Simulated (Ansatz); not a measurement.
ZnS (F-43m) as a strained film

```xyz
2
Lattice="2.6778 2.6778 0.0000 -2.6778 2.6778 0.0000 0.0000 2.6778 2.6778" Properties=species:S:1:pos:R:3 pbc="T T T"
Zn    1.3389    4.0167    1.3389
S     0.0000    0.0000    0.0000
```

This cell was relaxed by PAW under PBEsol. A film on a (001) substrate is mimicked by stretching x and y by ε∥; the length along z and the atoms then relax by PAW (default files of Ansatz 0.2.0, cutoff 420 eV, stress met within about 0.05 GPa). Stress and levels come from PBEsol, all-electron LAPW in Ansatz 0.2.0, scalar-relativistic; k mesh 8×8×8, fixed occupations, basis error target 0.5 meV/atom. Conduction levels are in eV over the valence top, at fixed fractional wave vectors.

```csv
ε∥ (%),ε⊥ (%),"σ∥ (GPa, tension positive)",Γ,X ⊥ z,X ∥ z,L (oblique),2nd valence level at Γ,3rd
-2.0,?,?,?,?,?,?,?,?
-1.0,1.237,-0.99,2.095,3.086,3.208,3.218,0.000,-0.085
-0.5,0.641,-0.50,2.093,3.129,3.190,3.230,0.000,-0.042
0.0,0.000,-0.05,2.091,3.172,3.172,3.239,0.000,0.000
0.5,-0.568,0.44,2.048,3.176,3.120,3.205,-0.038,-0.038
1.0,-1.181,0.89,2.006,3.180,3.068,3.168,-0.075,-0.075
2.0,-2.425,1.74,1.925,3.193,2.973,3.090,-0.145,-0.145
```

The last two columns are counted from the highest valence level at Γ.

**Question.** How does the film contract along z, and how stiff is it in the plane?

**Answer.** Quadratic fits through the 6 rows shown have slopes dε⊥/dε∥ = -1.212 and dσ∥/dε∥ = 93.5 GPa at zero strain. Elasticity asks −2C12/C11 = -1.212 and C11 + C12 − 2C12²/C11 = 93.4 GPa, from PAW constants C11 = 107.3, C12 = 65.0 GPa. At the level of the σ∥ column the films keep up to 0.04 GPa along z against the unstrained cell, and the constants are scalar-relativistic PAW values, so part of the difference is the change of level.

**Question.** Which shear deformation potential b does the valence splitting give?

**Answer.** Without spin-orbit coupling the single level moves against the pair by 3b(ε⊥ − ε∥): -0.0424 eV at ε⊥ − ε∥ = 0.01141 and 0.0378 eV at -0.01068, so b = -1.21 eV.

**Question.** Fill the row at ε∥ = -2.0 %.

**Answer.** The fits give ε⊥ = 2.429 % and σ∥ = -2.00 GPa. Computed: ε⊥ (%) = 2.415, σ∥ (GPa, tension positive) = -2.01, Γ = 2.099, X ⊥ z = 3.000, X ∥ z = 3.247, L (oblique) = 3.180, 2nd valence level at Γ = 0.000, 3rd = -0.177. The levels have a kink at zero strain, where another valence state takes the top, so one parabola doesn't fit them.

**Question.** How fast does the least gap among these points move on each side of zero strain?

**Answer.** dE_g/dε∥ is -2 meV per % on the compressed side and -88 on the stretched side, so the gap rises under compression and falls under tension. The lowest conduction level stays at Γ.

Limits of these numbers: the frozen-core PAW files of the relaxations were fitted under PBE, their cores solved anew for this functional; semilocal gaps are low, and the spacing of valleys can be off by tenths of an eV; levels are read at fixed fractional k, so an edge that moves off these points is missed.
